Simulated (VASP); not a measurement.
# Ca (Fm-3m) in VASP: further runs

One crystal, Ca, is run at these levels: LDA, PBE, PBEsol; tasks: phonons, phonon dispersion.

Everything below comes from runs of VASP 6.6.1. Logs are shortened: lines on timing, memory, paths and dates and some standing lists are left out, and cuts for length are marked.

**1. Starting point**

It takes space group Fm-3m (No. 225, cubic). The conventional cell has a = 5.335 Å, b = 5.335 Å, c = 5.335 Å, α = 90.00°, β = 90.00°, γ = 90.00°. Ca (site symmetry m-3m) has 12 Ca at 3.77 Å as nearest neighbours.

**2. Phonons, LDA**

Input file POSCAR:

```
Ca
1.0
    0.0000000000      2.6672615732      2.6672615732
    2.6672615732      0.0000000000      2.6672615732
    2.6672615732      2.6672615732      0.0000000000
  Ca
     1
Direct
     0.0000000000000000    0.0000000000000000    0.0000000000000000
```

Input file INCAR.step1:

```
SYSTEM = Ca
PREC     = Accurate       ! precision mode
ENCUT    = 600            ! plane-wave cutoff, eV
EDIFF    = 1E-8           ! SCF threshold, eV
ISMEAR   = 1              ! smearing method
SIGMA    = 0.2            ! smearing width, eV
LREAL    = .False.        ! projectors in reciprocal space
LASPH    = .True.         ! aspherical terms in the spheres
NELM     = 80             ! most SCF steps
ALGO     = Normal         ! electronic algorithm
ISIF     = 3              ! what is computed and relaxed
LWAVE    = .False.        ! write WAVECAR
LCHARG   = .False.        ! write CHGCAR
KPAR     = 2            
IBRION   = 2              ! ionic algorithm
NSW      = 40             ! ionic steps
EDIFFG   = -0.002         ! ionic threshold
```

Input file INCAR.step2:

```
SYSTEM = Ca
PREC     = Accurate       ! precision mode
ENCUT    = 600            ! plane-wave cutoff, eV
EDIFF    = 1E-8           ! SCF threshold, eV
ISMEAR   = 1              ! smearing method
SIGMA    = 0.2            ! smearing width, eV
LREAL    = .False.        ! projectors in reciprocal space
LASPH    = .True.         ! aspherical terms in the spheres
NELM     = 80             ! most SCF steps
ALGO     = Normal         ! electronic algorithm
ISIF     = 2              ! what is computed and relaxed
LWAVE    = .False.        ! write WAVECAR
LCHARG   = .False.        ! write CHGCAR
KPAR     = 2            
IBRION   = 6              ! ionic algorithm
NFREE    = 2            
POTIM    = 0.015          ! step
NSW      = 1              ! ionic steps
```

Input file KPOINTS:

```
regular mesh
0
Gamma
  22 22 22
  0 0 0
```

Potentials or basis: VASP PAW LDA potentials, release 64 (Ca_sv).

The run is started by

```console
$ cat potpaw_LDA.64/Ca_sv/POTCAR > POTCAR
$ cp INCAR.step1 INCAR
$ mpirun -np 2 vasp_std > vasp.out
$ cp CONTCAR POSCAR
$ cp INCAR.step2 INCAR
$ mpirun -np 2 vasp_std > vasp.out
```

OUTCAR:

```text
SYSTEM = Ca
   PREC = Accurate
   ENCUT = 600
   EDIFF = 1E-8
   ISMEAR = 1
   LREAL = .False.
   LASPH = .True.
   NELM = 80
   ISIF = 2
   IBRION = 6
   NFREE = 2
   POTIM = 0.015
   NSW = 1

 ion  position               nearest neighbor table
   1  0.000  0.000  0.000-

  LATTYP: Found a face centered cubic cell.
 ALAT       =     5.3385486582

  Lattice vectors:

 A1 = (   0.0000000000,   2.6692743291,   2.6692743291)
 A2 = (   2.6692743291,   0.0000000000,   2.6692743291)
 A3 = (   2.6692743291,   2.6692743291,   0.0000000000)

Analysis of symmetry for initial positions (statically):
=====================================================================
 Subroutine PRICEL returns:
 Original cell was already a primitive cell.

 Routine SETGRP: Setting up the symmetry group for a
 face centered cubic supercell.

 Subroutine GETGRP returns: Found 48 space group operations
 (whereof 48 operations were pure point group operations)
 out of a pool of 48 trial point group operations.

The static configuration has the point symmetry O_h .

Analysis of symmetry for dynamics (positions and initial velocities):
=====================================================================
 Subroutine PRICEL returns:
 Original cell was already a primitive cell.

 Routine SETGRP: Setting up the symmetry group for a
 face centered cubic supercell.

 Subroutine GETGRP returns: Found 48 space group operations
 (whereof 48 operations were pure point group operations)
 out of a pool of 48 trial point group operations.

The dynamic configuration has the point symmetry O_h .

 Subroutine INISYM returns: Found 48 space group operations
 (whereof 48 operations are pure point group operations),
 and found     1 'primitive' translations

----------------------------------------------------------------------------------------

                                     Primitive cell

  volume of cell :      38.0373

  direct lattice vectors                    reciprocal lattice vectors
     0.000000000  2.669274329  2.669274329    -0.187316828  0.187316828  0.187316828
     2.669274329  0.000000000  2.669274329     0.187316828 -0.187316828  0.187316828
     2.669274329  2.669274329  0.000000000     0.187316828  0.187316828 -0.187316828

  length of vectors
     3.774923958  3.774923958  3.774923958     0.324442263  0.324442263  0.324442263

  position of ions in fractional coordinates (direct lattice)
     0.000000000  0.000000000  0.000000000

  ion indices of the primitive-cell ions
   primitive index   ion index
                 1           1

----------------------------------------------------------------------------------------

 KPOINTS: regular mesh

Automatic generation of k-mesh.
 Grid dimensions read from file:
 generate k-points for:   22   22   22

 Generating k-lattice:

  Cartesian coordinates                     Fractional coordinates (reciprocal lattice)
    -0.008514401  0.008514401  0.008514401     0.045454545  0.000000000  0.000000000
     0.008514401 -0.008514401  0.008514401     0.000000000  0.045454545  0.000000000
     0.008514401  0.008514401 -0.008514401     0.000000000  0.000000000  0.045454545

  Length of vectors
     0.014747376  0.014747376  0.014747376

  Shift w.r.t. Gamma in fractional coordinates (k-lattice)
     0.000000000  0.000000000  0.000000000

 Subroutine IBZKPT returns following result:
 ===========================================

 Found    328 irreducible k-points:

 Following reciprocal coordinates:
            Coordinates               Weight
  0.000000  0.000000  0.000000      1.000000
  0.045455  0.000000  0.000000      8.000000
[... 37 lines left out ...]
   LSORBIT =      F    spin-orbit coupling
   LASPH  =      T    aspherical Exc in radial PAW
   ENCUT  =  600.0 eV  44.10 Ry    6.64 a.u.   7.54  7.54  7.54*2*pi/ulx,y,z
   NELM   =     80;   NELMIN=  2; NELMDL=  0     # of ELM steps
   EDIFF  = 0.1E-07   stopping-criterion for ELM
   LREAL  =      F    real-space projection
   EDIFFG = 0.1E-06   stopping-criterion for IOM
   NSW    =     49    number of steps for IOM
   IBRION =      6    ionic relax: 0-MD 1-quasi-New 2-CG
   NFREE  =      2    steps in history (QN), initial steepest desc. (CG)
   ISIF   =      2    stress and relaxation
   ISYM   =      2    0-nonsym 1-usesym 2-fastsym
   POTIM  = 0.0150    time-step for ionic-motion
   TEBEG  =    0.0;   TEEND  =   0.0 temperature during run
   PSTRESS=    0.0 pullay stress
   NELECT =      10.0000    total number of electrons
   NUPDOWN=      -1.0000    fix difference up-down
   EMIN   =  10.00;   EMAX   =-10.00  energy-range for DOS
   EFERMI =   0.00;   METHOD = LEGACY
   ISMEAR =     1;   SIGMA  =   0.20  broadening in eV -4-tet -1-fermi 0-gaus
   EFERMI_NEDOS =   21; number of points for ismear=-14 and -15
   IALGO  =     38    algorithm
   IMIX   =      4    mixing-type and parameters
     AMIX     =   0.40;   BMIX     =  1.00
     AMIX_MAG =   1.60;   BMIX_MAG =  1.00
  volume/ion in A,a.u.               =      38.04       256.69
  Fermi-wavevector in a.u.,A,eV,Ry     =   1.048749  1.981849 14.964705  1.099875
  Thomas-Fermi vector in A             =   2.183684
   LORBIT       =      0    0 simple, 1 ext, 2 COOP (PROOUT), +10 PAW based schemes
   GGA     = CA    functional components
   LHFCALC =     F    Hartree Fock is set to
   AEXX    =    0.0000 exact exchange contribution
   IVDW    =     0    specifies the selected vdW correction
   LEPSILON=     F    determine dielectric tensor
   LRPA    =     F    only Hartree local field effects (RPA)
 finite differences with symmetry
 non-spin polarized calculation
 Methfessel and Paxton  Order N= 1 SIGMA  =   0.20
  energy-cutoff  :      600.00
  volume of cell :       38.04
 maximum number of plane-waves:      1303
   NGX = 15   NGY = 15   NGZ = 15

--------------------------------------- Ionic step        1  -------------------------------------------

 number of electron      10.0000000 magnetization

 number of electron       9.9999999 magnetization

 Free energy of the ion-electron system (eV)
  ---------------------------------------------------
  ext. energy  EPLUGINS =         0.00000000
  ---------------------------------------------------
  free energy    TOTEN  =        -2.20615620 eV

  energy without entropy =       -2.20364550  energy(sigma->0) =       -2.20531930

------------------------ aborting loop because EDIFF is reached ----------------------------------------

  FORCE on cell =-STRESS in cart. coord.  units (eV):
  Direction    XX          YY          ZZ          XY          YZ          ZX
  --------------------------------------------------------------------------------------
  -------------------------------------------------------------------------------------
  Total        0.0001563      0.0001563      0.0001563     -0.0000000     -0.0000000     -0.0000000
  in kB        0.0065814      0.0065814      0.0065814     -0.0000000     -0.0000000     -0.0000000
  external PRESSURE =       0.0065814 kB  Pullay stress =       0.0000000 kB
[... 57 lines left out ...]
--------------------------------------- Ionic step        3  -------------------------------------------

 number of electron       9.9999999 magnetization

 Free energy of the ion-electron system (eV)
  ---------------------------------------------------
  ext. energy  EPLUGINS =         0.00000000
  ---------------------------------------------------
  free energy    TOTEN  =        -2.20615663 eV

  energy without entropy =       -2.20364596  energy(sigma->0) =       -2.20531974

 E-fermi :   2.2204     XC(G=0):  -8.3067

 val. band max:        2.2192739865   @ k =  -0.2727   0.4091   0.1818
 cond. band min:       2.2265464016   @ k =  -0.3182   0.4545   0.1818
 fundamental gap:      0.0072724151
 Fermi energy:         2.2204311831

 k-point     1 :       0.0000    0.0000    0.0000
  band No.  band energies     occupation
      1     -39.1232      2.00000
      2     -20.3137      2.00000
      3     -20.3137      2.00000
      4     -20.3137      2.00000
      5      -1.9940      2.00000
      6       4.5532     -0.00000
      7       4.5532     -0.00000
      8       4.5532     -0.00000
      9       5.7593     -0.00000
[... 265 lines left out ...]
 k-point    24 :      -0.4545    0.0455    0.0000
  band No.  band energies     occupation
      1     -39.0995      2.00000
      2     -20.5208      2.00000
      3     -20.3454      2.00000
      4     -20.3422      2.00000
      5       1.0765      2.00000
      6       2.2663      0.62310
      7       4.3948     -0.00000
      8       4.4613     -0.00000
      9       6.4856      0.00000

 [... further k-points ...]
[... 5 lines left out ...]
  --------------------------------------------------------------------------------------
  -------------------------------------------------------------------------------------
  Total        0.0002129      0.0002129      0.0002129      0.0000000     -0.0000000      0.0000000
  in kB        0.0089674      0.0089674      0.0089674      0.0000000     -0.0000000      0.0000000
  external PRESSURE =       0.0089674 kB  Pullay stress =       0.0000000 kB
[... 16 lines left out ...]
  FREE ENERGIE OF THE ION-ELECTRON SYSTEM (eV)
  ---------------------------------------------------
  free  energy   TOTEN  =        -2.2061566299 eV

  energy  without entropy=       -2.2036459618  energy(sigma->0) =       -2.20531974

 INTERNAL STRAIN TENSORS FROM DISPLACED ATOMS
 ============================================

 INTERNAL STRAIN TENSOR FOR ION    1 for displacements in x,y,z  (eV/Angst):
          X           Y           Z          XY          YZ          ZX
  --------------------------------------------------------------------------------
  x     0.00000     0.00000     0.00000     0.00000     0.00000     0.00000
  y     0.00000     0.00000     0.00000     0.00000     0.00000     0.00000
  z     0.00000     0.00000     0.00000     0.00000     0.00000     0.00000

 Eigenvectors and eigenvalues of the dynamical matrix
 ----------------------------------------------------

   1 f/i=    0.000000 THz     0.000000 2PiTHz    0.000000 cm-1     0.000000 meV
             X         Y         Z           dx          dy          dz
      0.000000  0.000000  0.000000     0.432608    0.883492    0.179699

   2 f/i=    0.000000 THz     0.000000 2PiTHz    0.000000 cm-1     0.000000 meV
             X         Y         Z           dx          dy          dz
      0.000000  0.000000  0.000000     0.620000   -0.436233    0.652151

   3 f/i=    0.000000 THz     0.000000 2PiTHz    0.000000 cm-1     0.000000 meV
             X         Y         Z           dx          dy          dz
      0.000000  0.000000  0.000000     0.654561   -0.170712   -0.736483

 ELASTIC MODULI CONTR FROM IONIC RELAXATION (kBar)
 Direction    XX          YY          ZZ          XY          YZ          ZX
 --------------------------------------------------------------------------------
 XX           0.0000      0.0000      0.0000      0.0000      0.0000      0.0000
 YY           0.0000      0.0000      0.0000      0.0000      0.0000      0.0000
 ZZ           0.0000      0.0000      0.0000      0.0000      0.0000      0.0000
 XY           0.0000      0.0000      0.0000      0.0000      0.0000      0.0000
 YZ           0.0000      0.0000      0.0000      0.0000      0.0000      0.0000
 ZX           0.0000      0.0000      0.0000      0.0000      0.0000      0.0000
 --------------------------------------------------------------------------------
```

Run time: 3 min. Hardware: 2 MPI ranks of Intel Xeon Platinum 8375C at 2.90GHz (Ice Lake), shared host; peak memory 0.34 GiB.

Results:

```
Relaxed volume                         : 38.04 Å³/atom
Relaxed cell                           : a = 3.775 Å, b = 3.775 Å, c = 3.775 Å, α = 60.00°, β = 60.00°, γ = 60.00°
Space group after relaxing (to 0.05 Å) : Fm-3m (No. 225)
```

Final structure:
```yaml
crystal:
  lattice:
    - [0.00000, 2.66927, 2.66927]
    - [2.66927, 0.00000, 2.66927]
    - [2.66927, 2.66927, 0.00000]
  atoms:
    - { symbol: Ca, position: [0.00000, 0.00000, 0.00000] }
```

(Part 1 of 3 ends here.)
